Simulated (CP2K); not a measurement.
Crystal: Ti.

```xyz
1
Lattice="2.8709 0.0000 0.0000 1.4354 2.4862 0.0000 1.4354 0.8287 2.3440" Properties=species:S:1:pos:R:3 pbc="T T T"
Ti    0.0000    0.0000    0.0000
```

This isn't the form of Ti at room conditions, which is hcp.

Program: CP2K 2026.2. Alike in all runs: task band structure; no spin polarisation; cell as given; k mesh 11 × 11 × 11.

Q: Order these runs on this cell by their pressure, lowest first.
A. level LDA; potentials or basis GTH_POTENTIALS Ti GTH-PADE-q12; TZVP-MOLOPT-PBE-GTH basis; smearing fermi-dirac 0.01 eV; EPS_DEFAULT 1.0E-9; NGRIDS 5; potentials Ti GTH-PADE-q12 of GTH_POTENTIALS; points a segment of the path (NPOINTS) 10; bands added on the path 6
B. level PBE; potentials or basis POTENTIAL_UZH Ti GTH-PBE-q12; TZVP-MOLOPT-PBE-GTH basis; smearing fermi-dirac 0.05 eV; EPS_DEFAULT 1.0E-10; NGRIDS 4; potentials Ti GTH-PBE-q12 of POTENTIAL_UZH; points a segment of the path (NPOINTS) 10; bands added on the path 6
C. level PBEsol; potentials or basis POTENTIAL_UZH Ti GTH-PBE-q12; TZVP-MOLOPT-PBE-GTH basis; smearing fermi-dirac 0.05 eV; EPS_DEFAULT 1.0E-10; NGRIDS 4; potentials Ti GTH-PBE-q12 of POTENTIAL_UZH; points a segment of the path (NPOINTS) 8; bands added on the path 2

A: A (-4.9 GPa), C (-0.3 GPa), B (4.2 GPa).

Caveats: the basis of atomic orbitals isn't converged, which shifts pressures, moduli and gaps; the potentials were made for another functional, which shifts forces and pressure (some runs).
